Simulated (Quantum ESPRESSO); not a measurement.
# blue phosphorene, 1 layer, rectangular cell: a series in strain along the second axis, part 2 of 5

Wanted: a table for blue phosphorene, 1 layer, rectangular cell against strain along the second axis, and what can be fitted to it.

Quantum ESPRESSO 7.5; plane-wave DFT, PBE, GBRV ultrasoft pseudopotentials.

So far. Step 2 (Variable-cell relaxation of the reference):  The last row is no step: it is a fresh SCF in the final cell with a new plane-wave basis, +0 meV from the row before.

## (3) Relaxation with pw.x, -4 %

The input, m0.relax.in:

```
&control
  prefix = 'm0.relax'
  outdir = './out'
  pseudo_dir = './pseudo'
  nstep = 40
  forc_conv_thr = 0.0003
  calculation = 'relax'
  tstress = .true.
/
&system
  ibrav = 0
  nat = 4
  ntyp = 1
  ecutwfc = 50
  ecutrho = 250
  occupations = 'smearing'
  smearing = 'fd'
  degauss = 0.002
/
&electrons
  conv_thr = 1e-09
  mixing_beta = 0.4
  electron_maxstep = 120
  mixing_mode = 'plain'
/
&ions
/
ATOMIC_SPECIES
  P   30.9738  p_pbe_v1.5.uspp.F.UPF
CELL_PARAMETERS angstrom
  3.28026146000000 0.00000000000000 0.00000000000000
  0.00000000000000 5.45414017344000 0.00000000000000
  0.00000000000000 0.00000000000000 16.24000000000000
ATOMIC_POSITIONS crystal
  P   0.500000000000 0.166667239300 0.461788448400
  P   0.000000000100 0.666667061700 0.461788436900
  P   0.999999999900 0.333332938300 0.538211563100
  P   0.500000000000 0.833332760600 0.538211551600
K_POINTS automatic
  10 6 1 0 0 0
```

On the command line:

```console
> OMP_NUM_THREADS=1 mpirun -n 4 pw.x -nk 4 -in m0.relax.in > m0.relax.out
```

Output:

```text
[banner, memory and clock lines left out]
Program PWSCF v.7.5 starts
[citation notice left out]

[...]
Message from routine setup:
[...]
bravais-lattice index     =            0
     lattice parameter (alat)  =       6.1988  a.u.
     unit-cell volume          =    1960.7281 (a.u.)^3
     number of atoms/cell      =            4
     number of atomic types    =            1
     number of electrons       =        20.00
     number of Kohn-Sham states=           14
     kinetic-energy cutoff     =      50.0000  Ry
     charge density cutoff     =     250.0000  Ry
     scf convergence threshold =      1.0E-09
     mixing beta               =       0.4000
     number of iterations used =            8  plain     mixing
     energy convergence thresh.=      1.0E-04
     force convergence thresh. =      3.0E-04
     Exchange-correlation=  SLA  PW   PBX  PBC
                           (   1   4   3   4   0   0   0)
     nstep                     =           40

[...]
PseudoPot. # 1 for P  read from file:
     ./pseudo/p_pbe_v1.5.uspp.F.UPF
     Pseudo is Ultrasoft + core correction, Zval =  5.0
     Generated by new atomic code, or converted to UPF format
     Using radial grid of  903 points,  6 beta functions with:
                l(1) =   0
                l(2) =   0
                l(3) =   1
                l(4) =   1
                l(5) =   2
                l(6) =   2
     Q(r) pseudized with  8 coefficients,  rinner =    1.300   1.300   1.300
                                                       1.300   1.300

     atomic species   valence    mass     pseudopotential
     P                 5.00    30.97380     P ( 1.00)

      4 Sym. Ops., with inversion, found

[...]
number of k points=    24  Fermi-Dirac smearing, width (Ry)=  0.0020
[...]
Dense  grid:   130907 G-vectors     FFT dimensions: (  32,  54, 160)

     Smooth grid:    93503 G-vectors     FFT dimensions: (  27,  48, 144)

     Initial potential from superposition of free atoms

     starting charge      19.9994, renormalised to      20.0000

     negative rho (up, down):  8.023E-05 0.000E+00
     Starting wfcs are   16 randomized atomic wfcs

     per-process dynamical memory:    91.0 Mb

     Self-consistent Calculation

     iteration #  1     ecut=    50.00 Ry     beta= 0.40
     Davidson diagonalization with overlap
     ethr =  1.00E-02,  avg # of iterations =  2.8

     Threshold (ethr) on eigenvalues was too large:
     Diagonalizing with lowered threshold

     Davidson diagonalization with overlap
     ethr =  3.20E-04,  avg # of iterations =  3.0

     negative rho (up, down):  9.128E-06 0.000E+00

     total energy              =     -62.05922833 Ry
     estimated scf accuracy    <       0.06683920 Ry

     iteration #  2     ecut=    50.00 Ry     beta= 0.40
[...]
negative rho (up, down):  6.313E-05 0.000E+00

[...]
total energy              =     -62.05655053 Ry
     estimated scf accuracy    <       0.01882126 Ry

     iteration #  3     ecut=    50.00 Ry     beta= 0.40
[...]
negative rho (up, down):  8.294E-05 0.000E+00

[...]
total energy              =     -62.05812812 Ry
     estimated scf accuracy    <       0.00072626 Ry

     iteration #  4     ecut=    50.00 Ry     beta= 0.40
[...]
negative rho (up, down):  9.826E-05 0.000E+00

[...]
total energy              =     -62.05849521 Ry
     estimated scf accuracy    <       0.00013891 Ry

     iteration #  5     ecut=    50.00 Ry     beta= 0.40
[...]
negative rho (up, down):  1.069E-04 0.000E+00

[...]
total energy              =     -62.05857049 Ry
     estimated scf accuracy    <       0.00001301 Ry

     iteration #  6     ecut=    50.00 Ry     beta= 0.40
[...]
negative rho (up, down):  1.136E-04 0.000E+00

[...]
total energy              =     -62.05858652 Ry
     estimated scf accuracy    <       0.00000164 Ry

     iteration #  7     ecut=    50.00 Ry     beta= 0.40
[...]
negative rho (up, down):  1.175E-04 0.000E+00

[...]
total energy              =     -62.05858736 Ry
     estimated scf accuracy    <       0.00000018 Ry

     iteration #  8     ecut=    50.00 Ry     beta= 0.40
[...]
negative rho (up, down):  1.199E-04 0.000E+00

[...]
total energy              =     -62.05858749 Ry
     estimated scf accuracy    <       0.00000003 Ry

     iteration #  9     ecut=    50.00 Ry     beta= 0.40
[...]
negative rho (up, down):  1.214E-04 0.000E+00

[...]
total energy              =     -62.05858751 Ry
     estimated scf accuracy    <          5.0E-09 Ry

     iteration # 10     ecut=    50.00 Ry     beta= 0.40
[...]
negative rho (up, down):  1.237E-04 0.000E+00

[...]
End of self-consistent calculation

          k = 0.0000 0.0000 0.0000 ( 11671 PWs)   bands (ev):

   -17.4036 -13.8053 -12.0750  -9.5130  -6.0140  -5.5436  -4.3038  -3.5095
    -3.0150  -2.7263  -1.2274   0.6401   0.9214   0.9904

          k = 0.0000 0.1002 0.0000 ( 11671 PWs)   bands (ev):

   -17.2803 -14.4961 -11.2115  -9.4175  -6.4913  -5.4367  -3.7910  -3.6640
    -3.3810  -3.3272  -1.2385   0.7108   0.7606   1.3127

[...]
the Fermi energy is    -1.8988 ev

!    total energy              =     -62.05858750 Ry
     estimated scf accuracy    <          2.8E-10 Ry
     smearing contrib. (-TS)   =      -0.00000000 Ry
     internal energy E=F+TS    =     -62.05858750 Ry

     The total energy is F=E-TS. E is the sum of the following terms:
     one-electron contribution =    -256.35979977 Ry
     hartree contribution      =     131.36122584 Ry
     xc contribution           =     -23.63394965 Ry
     ewald contribution        =      86.57393607 Ry

     convergence has been achieved in  10 iterations

     negative rho (up, down):  1.237E-04 0.000E+00

     Forces acting on atoms (cartesian axes, Ry/au):

     atom    1 type  1   force =     0.00000000    0.00710255   -0.01017584
     atom    2 type  1   force =     0.00000000    0.00710236   -0.01017613
     atom    3 type  1   force =     0.00000000   -0.00710236    0.01017613
     atom    4 type  1   force =     0.00000000   -0.00710255    0.01017584

     Total force =     0.024819     Total SCF correction =     0.000021

     Computing stress (Cartesian axis) and pressure

     negative rho (up, down):  1.237E-04 0.000E+00
          total   stress  (Ry/bohr**3)                   (kbar)     P=       10.06
   0.00002170   0.00000000   0.00000000            3.19        0.00        0.00
   0.00000000   0.00015912  -0.00001699            0.00       23.41       -2.50
   0.00000000  -0.00001699   0.00002431            0.00       -2.50        3.58

     BFGS Geometry Optimization
     Energy error            =      6.2E-04 Ry
     Gradient error          =      1.0E-02 Ry/Bohr

     number of scf cycles    =   1
     number of bfgs steps    =   0

     energy             new  =     -62.0585875004 Ry

     new trust radius        =       0.0124095600 bohr
     new conv_thr            =       0.0000000010 Ry

ATOMIC_POSITIONS (crystal)
P                0.5000000000        0.1673563503        0.4614568708
P                0.0000000001        0.6673561539        0.4614568496
P                0.9999999999        0.3326438461        0.5385431504
P                0.5000000000        0.8326436496        0.5385431292

[...]
NEW-OLD atomic charge density approx. for the potential

     negative rho (up, down):  1.241E-04 0.000E+00

     per-process dynamical memory:    97.6 Mb

[...]
!    total energy              =     -62.05899631 Ry
[...]
Total force =     0.008544     Total SCF correction =     0.000028
[...]
number of bfgs steps    =   1
[...]
energy             new  =     -62.0589963144 Ry
[...]
new trust radius        =       0.0066276741 bohr
[...]
!    total energy              =     -62.05905753 Ry
[...]
Total force =     0.001865     Total SCF correction =     0.000008
[...]
number of bfgs steps    =   2
[...]
energy             new  =     -62.0590575335 Ry
[...]
new trust radius        =       0.0012038537 bohr
[...]
!    total energy              =     -62.05906045 Ry
[...]
Total force =     0.000863     Total SCF correction =     0.000002
[...]
number of bfgs steps    =   3
[...]
energy             new  =     -62.0590604453 Ry
[...]
new trust radius        =       0.0007695022 bohr
[...]
Self-consistent Calculation

     iteration #  1     ecut=    50.00 Ry     beta= 0.40
     Davidson diagonalization with overlap
     ethr =  1.00E-06,  avg # of iterations =  2.0

     Threshold (ethr) on eigenvalues was too large:
     Diagonalizing with lowered threshold

     Davidson diagonalization with overlap
     ethr =  5.87E-10,  avg # of iterations =  5.8

     negative rho (up, down):  1.232E-04 0.000E+00

     total energy              =     -62.05906110 Ry
     estimated scf accuracy    <       0.00000008 Ry

[...]
iteration #  6     ecut=    50.00 Ry     beta= 0.40
[...]
negative rho (up, down):  1.231E-04 0.000E+00

[...]
End of self-consistent calculation

          k = 0.0000 0.0000 0.0000 ( 11671 PWs)   bands (ev):

   -17.3138 -13.7660 -11.9128  -9.5281  -6.0427  -5.4620  -4.2680  -3.5315
    -2.9715  -2.5655  -1.1752   0.5512   1.0494   1.0507

          k = 0.0000 0.1002 0.0000 ( 11671 PWs)   bands (ev):

   -17.1907 -14.4284 -11.0810  -9.4326  -6.5016  -5.3558  -3.7711  -3.5271
    -3.3908  -3.2744  -1.2013   0.6460   0.7905   1.4218

[...]
the Fermi energy is    -1.8865 ev

!    total energy              =     -62.05906111 Ry
     estimated scf accuracy    <          1.1E-12 Ry
     smearing contrib. (-TS)   =      -0.00000000 Ry
     internal energy E=F+TS    =     -62.05906111 Ry

     The total energy is F=E-TS. E is the sum of the following terms:
     one-electron contribution =    -255.68323499 Ry
     hartree contribution      =     131.04935246 Ry
     xc contribution           =     -23.61440542 Ry
     ewald contribution        =      86.18922683 Ry

     convergence has been achieved in   6 iterations

     negative rho (up, down):  1.231E-04 0.000E+00

     Forces acting on atoms (cartesian axes, Ry/au):

     atom    1 type  1   force =     0.00000000   -0.00000660    0.00004065
     atom    2 type  1   force =     0.00000000   -0.00000652    0.00004067
     atom    3 type  1   force =     0.00000000    0.00000652   -0.00004067
     atom    4 type  1   force =     0.00000000    0.00000660   -0.00004065

     Total force =     0.000082     Total SCF correction =     0.000001

     Computing stress (Cartesian axis) and pressure

     negative rho (up, down):  1.231E-04 0.000E+00
          total   stress  (Ry/bohr**3)                   (kbar)     P=        8.06
   0.00001885   0.00000000   0.00000000            2.77        0.00        0.00
   0.00000000   0.00014564   0.00000000            0.00       21.42        0.00
   0.00000000   0.00000000  -0.00000013            0.00        0.00       -0.02

     Energy error            =      6.7E-07 Ry
     Gradient error          =      4.1E-05 Ry/Bohr

     bfgs converged in   5 scf cycles and   4 bfgs steps
     (criteria: energy <  1.0E-04 Ry, force <  3.0E-04 Ry/Bohr)

     End of BFGS Geometry Optimization

     Final energy             =     -62.0590611125 Ry

     File ./out/m0.relax.bfgs deleted, as requested
Begin final coordinates

ATOMIC_POSITIONS (crystal)
P                0.5000000000        0.1680300649        0.4613395890
P                0.0000000001        0.6680299700        0.4613395420
P                0.9999999999        0.3319700300        0.5386604580
P                0.5000000000        0.8319699350        0.5386604110
End final coordinates

[...]
```

Elapsed: 84 s, on 4 MPI ranks of Intel Xeon Platinum 8375C at 2.90GHz (Ice Lake), shared host; peak memory 0.75 GiB.

The steps of the relaxation:

```
step  energy less that of the first step (eV)  largest force (eV/Å)
   1                                   0.0000                0.3191
   2                                  -0.0056                0.1098
   3                                  -0.0064                0.0240
   4                                  -0.0064                0.0111
   5                                  -0.0064                0.0011
```

The atoms that moved most (Å):

```
atom     dx      dy      dz  length
  P3  0.000  -0.007   0.007   0.010
  P2  0.000   0.007  -0.007   0.010
  P1  0.000   0.007  -0.007   0.010
  P4  0.000  -0.007   0.007   0.010
```

The relaxed structure:

```cif
data_structure
_symmetry_space_group_name_H-M 'P 1'
_symmetry_Int_Tables_number 1
_cell_length_a 3.2803
_cell_length_b 5.4541
_cell_length_c 16.2400
_cell_angle_alpha 90.000
_cell_angle_beta 90.000
_cell_angle_gamma 90.000
_cell_volume 290.55
loop_
_atom_site_label
_atom_site_type_symbol
_atom_site_fract_x
_atom_site_fract_y
_atom_site_fract_z
_atom_site_occupancy
P1 P 0.50000 0.16803 0.46134 1
P2 P 0.00000 0.66803 0.46134 1
P3 P 0.00000 0.33197 0.53866 1
P4 P 0.50000 0.83197 0.53866 1
```

The relaxation lowers the energy by 2 meV an atom.

Numbers from this step:

```
free energy  : -844.3565 eV
Fermi energy : -1.887 eV
```

## (4) SCF with pw.x, -4 %

The self-consistent run of this member.

The input, m0.scf.in:

```
&control
  prefix = 'm0.scf'
  outdir = './out'
  pseudo_dir = './pseudo'
  calculation = 'scf'
  tprnfor = .true.
/
&system
  ibrav = 0
  nat = 4
  ntyp = 1
  ecutwfc = 40
  ecutrho = 200
  occupations = 'smearing'
  smearing = 'fd'
  degauss = 0.002
  nbnd = 14
/
&electrons
  conv_thr = 1e-09
  mixing_beta = 0.4
  electron_maxstep = 120
  mixing_mode = 'plain'
/
ATOMIC_SPECIES
  P   30.9738  p_pbe_v1.5.uspp.F.UPF
CELL_PARAMETERS angstrom
  3.28026146000000 0.00000000000000 0.00000000000000
  0.00000000000000 5.45414017344000 0.00000000000000
  0.00000000000000 0.00000000000000 16.24000000000000
ATOMIC_POSITIONS crystal
  P   0.500000000000 0.168030064900 0.461339589000
  P   0.000000000100 0.668029970000 0.461339542000
  P   0.999999999900 0.331970030000 0.538660458000
  P   0.500000000000 0.831969935000 0.538660411000
K_POINTS automatic
  10 6 1 0 0 0
```

On the command line:

```console
> OMP_NUM_THREADS=1 mpirun -n 4 pw.x -nk 4 -in m0.scf.in > m0.scf.out
```

Output:

```text
[banner, memory and clock lines left out]
Program PWSCF v.7.5 starts
[citation notice left out]

[...]
Message from routine setup:
[...]
bravais-lattice index     =            0
     lattice parameter (alat)  =       6.1988  a.u.
     unit-cell volume          =    1960.7281 (a.u.)^3
     number of atoms/cell      =            4
     number of atomic types    =            1
     number of electrons       =        20.00
     number of Kohn-Sham states=           14
     kinetic-energy cutoff     =      40.0000  Ry
     charge density cutoff     =     200.0000  Ry
     scf convergence threshold =      1.0E-09
     mixing beta               =       0.4000
     number of iterations used =            8  plain     mixing
     Exchange-correlation=  SLA  PW   PBX  PBC
                           (   1   4   3   4   0   0   0)

[...]
PseudoPot. # 1 for P  read from file:
     ./pseudo/p_pbe_v1.5.uspp.F.UPF
     Pseudo is Ultrasoft + core correction, Zval =  5.0
     Generated by new atomic code, or converted to UPF format
     Using radial grid of  903 points,  6 beta functions with:
                l(1) =   0
                l(2) =   0
                l(3) =   1
                l(4) =   1
                l(5) =   2
                l(6) =   2
     Q(r) pseudized with  8 coefficients,  rinner =    1.300   1.300   1.300
                                                       1.300   1.300

     atomic species   valence    mass     pseudopotential
     P                 5.00    30.97380     P ( 1.00)

      4 Sym. Ops., with inversion, found

[...]
number of k points=    24  Fermi-Dirac smearing, width (Ry)=  0.0020
[...]
Dense  grid:    93503 G-vectors     FFT dimensions: (  27,  48, 144)

     Smooth grid:    67087 G-vectors     FFT dimensions: (  25,  45, 125)

     Initial potential from superposition of free atoms

     starting charge      19.9994, renormalised to      20.0000

     negative rho (up, down):  1.155E-04 0.000E+00
     Starting wfcs are   16 randomized atomic wfcs

     per-process dynamical memory:    66.3 Mb

     Self-consistent Calculation

     iteration #  1     ecut=    40.00 Ry     beta= 0.40
     Davidson diagonalization with overlap
     ethr =  1.00E-02,  avg # of iterations =  2.9

     Threshold (ethr) on eigenvalues was too large:
     Diagonalizing with lowered threshold

     Davidson diagonalization with overlap
     ethr =  3.14E-04,  avg # of iterations =  3.0

     negative rho (up, down):  1.866E-04 0.000E+00

     total energy              =     -62.05951875 Ry
     estimated scf accuracy    <       0.06581669 Ry

     iteration #  2     ecut=    40.00 Ry     beta= 0.40
[...]
negative rho (up, down):  2.519E-04 0.000E+00

[...]
total energy              =     -62.05698141 Ry
     estimated scf accuracy    <       0.01837907 Ry

     iteration #  3     ecut=    40.00 Ry     beta= 0.40
[...]
negative rho (up, down):  2.670E-04 0.000E+00

[...]
total energy              =     -62.05850438 Ry
     estimated scf accuracy    <       0.00076737 Ry

     iteration #  4     ecut=    40.00 Ry     beta= 0.40
[...]
negative rho (up, down):  2.792E-04 0.000E+00

[...]
total energy              =     -62.05886504 Ry
     estimated scf accuracy    <       0.00015153 Ry

     iteration #  5     ecut=    40.00 Ry     beta= 0.40
[...]
negative rho (up, down):  2.837E-04 0.000E+00

[...]
total energy              =     -62.05895449 Ry
     estimated scf accuracy    <       0.00001158 Ry

     iteration #  6     ecut=    40.00 Ry     beta= 0.40
[...]
negative rho (up, down):  2.892E-04 0.000E+00

[...]
total energy              =     -62.05896971 Ry
     estimated scf accuracy    <       0.00000151 Ry

     iteration #  7     ecut=    40.00 Ry     beta= 0.40
[...]
negative rho (up, down):  2.919E-04 0.000E+00

[...]
total energy              =     -62.05897035 Ry
     estimated scf accuracy    <       0.00000020 Ry

     iteration #  8     ecut=    40.00 Ry     beta= 0.40
[...]
negative rho (up, down):  2.939E-04 0.000E+00

[...]
total energy              =     -62.05897048 Ry
     estimated scf accuracy    <       0.00000002 Ry

     iteration #  9     ecut=    40.00 Ry     beta= 0.40
[...]
negative rho (up, down):  2.951E-04 0.000E+00

[...]
total energy              =     -62.05897050 Ry
     estimated scf accuracy    <          2.4E-09 Ry

     iteration # 10     ecut=    40.00 Ry     beta= 0.40
[...]
negative rho (up, down):  2.970E-04 0.000E+00

[...]
End of self-consistent calculation

          k = 0.0000 0.0000 0.0000 (  8369 PWs)   bands (ev):

   -17.3138 -13.7660 -11.9128  -9.5281  -6.0427  -5.4620  -4.2680  -3.5315
    -2.9715  -2.5654  -1.1752   0.5512   1.0494   1.0507

          k = 0.0000 0.1002 0.0000 (  8369 PWs)   bands (ev):

   -17.1907 -14.4284 -11.0810  -9.4326  -6.5016  -5.3558  -3.7711  -3.5271
    -3.3909  -3.2744  -1.2012   0.6460   0.7905   1.4219

[...]
the Fermi energy is    -1.8867 ev

!    total energy              =     -62.05897053 Ry
     estimated scf accuracy    <          1.9E-10 Ry
     smearing contrib. (-TS)   =      -0.00000000 Ry
     internal energy E=F+TS    =     -62.05897053 Ry

     The total energy is F=E-TS. E is the sum of the following terms:
     one-electron contribution =    -255.68265813 Ry
     hartree contribution      =     131.04895927 Ry
     xc contribution           =     -23.61449847 Ry
     ewald contribution        =      86.18922680 Ry

     convergence has been achieved in  10 iterations

     negative rho (up, down):  2.970E-04 0.000E+00

     Forces acting on atoms (cartesian axes, Ry/au):

     atom    1 type  1   force =     0.00000000   -0.00002044    0.00003931
     atom    2 type  1   force =     0.00000000   -0.00002040    0.00004001
     atom    3 type  1   force =     0.00000000    0.00002040   -0.00004001
     atom    4 type  1   force =     0.00000000    0.00002044   -0.00003931

     Total force =     0.000089     Total SCF correction =     0.000019
     SCF correction compared to forces is large: reduce conv_thr to get better values

[...]
```

Run time: 15 s. Hardware: 4 MPI ranks; peak memory 0.5 GiB.

Read from the output:

| Quantity | Value |
| --- | --- |
| free energy | -844.3553 eV |
| valence top, on the run's zero | -2.565 eV |
| conduction bottom, on the run's zero | -1.213 eV |
| gap by band count | 1.353 eV |

[end of part 2 of 5]

[Logs are printed without paths, hosts, clocks, repeated set-up lines and the standing remarks that a program may print on its own settings, such as how far it seeks lower states.]

[Hosts, paths, dates, database ids (printed as entryN), source tags and the programs' standing remarks are cut or masked in the printed files.]

[Maps of the electrostatic potential energy from Ansatz leave out the sawtooth potential of an applied field or a dipole correction, so their vacuum need not be flat; planar profiles and work functions include it.]
